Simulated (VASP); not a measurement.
La2O3: G0W0 quasiparticle levels with LDA

La2O3:

```
La O
1.0
     6.26678    0.00000    0.00000
    -3.13339    5.42719    0.00000
     0.00000    0.00000    3.29977
La O
2 3
Cartesian
  3.1334 1.8091 1.6499
  0.0000 3.6181 1.6499
  3.1836 0.0000 0.0000
  -1.5918 2.7571 0.0000
  1.5416 2.6701 0.0000
```

The cell comes from a database or a generator and needn't be the stable form of this composition.

```json
{
  "Program": "VASP 6.6.1",
  "Task": "G0W0 quasiparticle levels",
  "Functional": "LDA",
  "Potentials or basis": "VASP PAW LDA potentials, release 64 (La_GW, O_GW)",
  "Cutoff": "500 eV",
  "k mesh": "2 × 2 × 4",
  "Occupations": "gaussian, width 0.01 eV",
  "Spin": "no spin polarisation",
  "Ladder": "free",
  "GW scheme": "G0W0",
  "GW iterations": "1",
  "Cutoff of the response function": "120",
  "Frequency points": "50",
  "Empty bands": "335",
  "Further INCAR settings": "ALGO = EVGW0; EDIFF = 1e-08; NBANDS = 355"
}
```

```yaml
Band_gap_on_the_k_mesh_mean-field_level: 1.37 eV, indirect (least direct gap 1.90 eV)
Quasiparticle_gap: 2.64 eV
Least_direct_quasiparticle_gap: 3.13 eV
```

Levels at points of the mesh, in eV from the valence-band top:
```csv
k point,band 16,band 17,band 18,band 19,band 20,band 21,band 22,band 23,band 24
"(0.00, 0.00, 0.00)",-1.99,-1.05,-1.05,-0.75,-0.53,1.37,3.28,3.79,3.79
"(0.50, 0.00, 0.00)",-1.76,-1.71,-1.21,-1.18,-0.99,2.54,3.34,4.04,4.11
"(0.00, 0.00, 0.50)",-1.51,-1.23,-1.23,-0.35,0.00,4.06,4.07,4.12,4.25
"(0.50, 0.00, 0.50)",-1.84,-1.63,-1.44,-0.72,-0.66,4.12,4.13,4.18,4.19
```

Wall time 4.4 min on 4 MPI ranks on Intel(R) Xeon(R) Platinum 8488C (Sapphire Rapids), with other jobs on the host, peak memory 1.6 GiB a rank.

Caveat: the k mesh is coarse (spacing up to 0.58 Å⁻¹), so the values aren't converged; bands, screening cutoff and mesh are small and nothing is extrapolated, so the quasiparticle values aren't converged; spin-orbit coupling is left out, which moves the levels of the heavy elements. A k mesh can miss the band edges.
